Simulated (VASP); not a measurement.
Here is a VASP 6.6.1 calculation.

Contents of INCAR:

```
PREC = Accurate
ENCUT = 520
EDIFF = 1E-6
ISMEAR = -1
SIGMA = 0.05
LREAL = F
LASPH = T
NELM = 60
ALGO = Normal
ISIF = 2
LWAVE = F
LCHARG = F
LDIPOL = T
IDIPOL = 3
DIPOL = 0.5 0.5 0.500
GGA = PE
IBRION = 2
NSW = 60
EDIFFG = -0.005
```

Contents of KPOINTS:

```
Automatic mesh
0
Gamma
  5 5 1
```

File POSCAR:

```
K
1.0
    4.7623960204      0.0000000000      0.0000000000
   -2.3811980102      4.1243559365      0.0000000000
    0.0000000000      0.0000000000     30.6599426400
K
5
Selective dynamics
Direct
    0.6666666700      0.3333333400      0.2446188529  F F F
    0.3333333300      0.6666666600      0.3723094265  F F F
    0.6666666700      0.3333333400      0.5000000000  T T T
    0.3333333300      0.6666666600      0.6276905735  T T T
    0.6666666700      0.3333333400      0.7553811471  T T T
```

Potentials or basis: VASP PAW PBE potentials, release 64 (K_sv).

Run with:

```sh
$ cat potpaw_PBE.64/K_sv/POTCAR > POTCAR
$ mpirun -np 1 vasp_std > vasp.out
```

Task: Estimate the band gap on the k mesh.

Result: None (metal or under the smearing width).

Task: Predict the energy gained by relaxing.

Result: 1.3 meV/atom.

Final structure:
```yaml
crystal:
  lattice:
    - [4.76240, 0.00000, 0.00000]
    - [-2.38120, 4.12436, 0.00000]
    - [0.00000, 0.00000, 30.65994]
  atoms:
    - { symbol: K, position: [0.66667, 0.33333, 0.24462] }
    - { symbol: K, position: [0.33333, 0.66667, 0.37231] }
    - { symbol: K, position: [0.66667, 0.33333, 0.49729] }
    - { symbol: K, position: [0.33333, 0.66667, 0.62318] }
    - { symbol: K, position: [0.66667, 0.33333, 0.74430] }
```
